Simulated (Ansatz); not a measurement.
Crystal: BAs.

```
As B
1.0
     0.00000    2.38850    2.38850
     2.38850    0.00000    2.38850
     2.38850    2.38850    0.00000
As B
1 1
Direct
  0.75000 0.75000 0.75000
  0.00000 0.00000 0.00000
```

```yaml
Program: Ansatz 0.2.0
Task: relaxation of cell and atoms
Functional: PBEsol0
Potentials_or_basis: Ansatz PAW
Cutoff: "420 eV (not typed: the program's choice for these potentials)"
k_mesh: 5 × 5 × 5
Occupations: fermi-dirac, width 0.05 eV
Spin: no spin polarisation
```

At the start: volume 13.63 Å³/atom.

Q: How do energy, volume and symmetry change on relaxing?

A: It ends after 4 steps and the volume is 13.37 Å³/atom (-1.9 %); space group F-43m (No. 216, to 0.05 Å).

The path:
| step | energy change (eV) | largest force (eV/Å) | volume (Å³) |
| --- | --- | --- | --- |
| 1 | 0.0000 | 0.0000 | 27.25 |
| 2 | -0.0046 | 0.0000 | 26.85 |
| 3 | -0.0049 | 0.0000 | 26.73 |
| 4 | -0.0047 | 0.0000 | 26.73 |

Final structure:
```
CELL_PARAMETERS angstrom
0.00000 2.37320 2.37320
2.37320 0.00000 2.37320
2.37320 2.37320 0.00000
ATOMIC_POSITIONS crystal
As 0.75000 0.75000 0.75000
B 0.00000 0.00000 0.00000
```

Caveat: the k mesh is coarse (spacing up to 0.46 Å⁻¹), so the values aren't converged, least of all with exact exchange; the plane-wave basis is chosen anew once the cell has moved, so the energies of steps on either side of that aren't comparable; the PAW data sets come from PBE, with cores solved anew for the run's functional, which leaves a small shift of forces and pressure.
